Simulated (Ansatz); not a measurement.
Free-standing sheet of SnO, relaxed with PBE+D3(BJ):

```xyz
4
Lattice="3.8207 0.0000 0.0000 0.0000 3.8207 0.0000 0.0000 0.0000 30.6344" Properties=species:S:1:pos:R:3 pbc="T T F"
Sn    3.8201    3.8201   14.1352
O     3.8201    1.9098   15.3172
O     1.9098    3.8201   15.3172
Sn    1.9097    1.9098   16.4992
```

The first numbers come from Ansatz, DFT PBE+D3(BJ), scalar-relativistic, plane waves, PAW. Cutoff 420 eV; k points 6×6×1 on the computed 4-atom cell (Γ-centred); Gaussian smearing, width 0.02 eV; no spin polarisation. The sheet is isolated along c (Coulomb cut-off).

```
Band gap on the sampled k points                  : 3.05 eV
Least direct gap                                  : 3.17 eV
Ionisation potential from the Kohn-Sham band edge : 5.40 eV
Electron affinity from the Kohn-Sham band edge    : 2.36 eV
```

**Question.** What does r2SCAN give at the same atoms (6×6×1 mesh, 500 eV)?

**Answer.** Band gap on the sampled k points 3.41 eV; least direct gap 3.68 eV; ionisation potential from the Kohn-Sham band edge 5.72 eV; electron affinity from the Kohn-Sham band edge 2.31 eV.

**Question.** What does PBE+D3(BJ) with spin-orbit coupling give at the same atoms (6×6×1 mesh, 420 eV)?

**Answer.** Band gap on the sampled k points 3.03 eV; least direct gap 3.16 eV; ionisation potential from the Kohn-Sham band edge 5.41 eV; electron affinity from the Kohn-Sham band edge 2.38 eV.

Cost: 3 runs of about 3.1 core-minutes in all, on Intel Xeon 6975P-C (Granite Rapids), AMD EPYC 9R45 (Zen 5) (shared hosts).